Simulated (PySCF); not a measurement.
An unknown gives this computed stick spectrum. Theory: TDDFT CAM-B3LYP/def2-SVPD, vertical, gas phase, core orbitals frozen in the response (PySCF 2.14.0, density-fitted response routines). Geometries: GFN2-xTB, one conformer each.

| state | E (eV) | f |
| --- | --- | --- |
| S1 | 5.01 | 0.0019 |
| S2 | 5.26 | 0.401 |
| S3 | 5.65 | 0.022 |
| S4 | 6.10 | 0.0010 |
| S5 | 6.45 | 0.055 |
| S6 | 6.58 | 0.0002 |
| S7 | 6.69 | 0.0012 |
| S8 | 7.08 | 0.0019 |

Triplets computed (Tamm–Dancoff): 3.56, 4.70, 5.12 eV.

Question: Which candidate is it?
A. `O=C1C=CC(=O)O1`
B. `CC(F)(F)[Si@@H](F)S`
C. `C[SiH2]c1ccc(S)o1`

Answer: C. Its S1 lies at 5.01 eV; the nearest of the others has S1 at 4.13 eV. S1 is HOMO→LUMO+1 (47%), HOMO→LUMO+2 (29%). Löwdin shares by element: HOMO carbon 50% or more, sulfur 27% (atoms not listed hold the other 23%); LUMO carbon 40% or more, silicon 13% (atoms not listed hold the other 47%). At the same level the other candidates give, for their lowest levels:
- `CC(F)(F)[Si@@H](F)S`: 6.13 eV (f 0.002); 6.77 eV (f 0.055); 7.04 eV (f 0.001); 7.48 eV (f 0.035); 8.06 eV (f 0.048); T1 5.79 eV; HOMO -9.39, LUMO 0.47 eV
- `O=C1C=CC(=O)O1`: 4.13 eV (f 0.000); 4.81 eV (f 0.000); 5.73 eV (f 0.055); 6.40 eV (f 0.357); 7.27 eV (f 0.000); T1 3.62 eV; HOMO -10.37, LUMO -2.22 eV

The values belong to the conformer `[CH3:1][SiH2:2][c:3]1[cH:4][cH:5][c:6]([SH:7])[o:8]1`: C1–Si2–C3–C4 -126°, H–S7–C6–C5 180°.
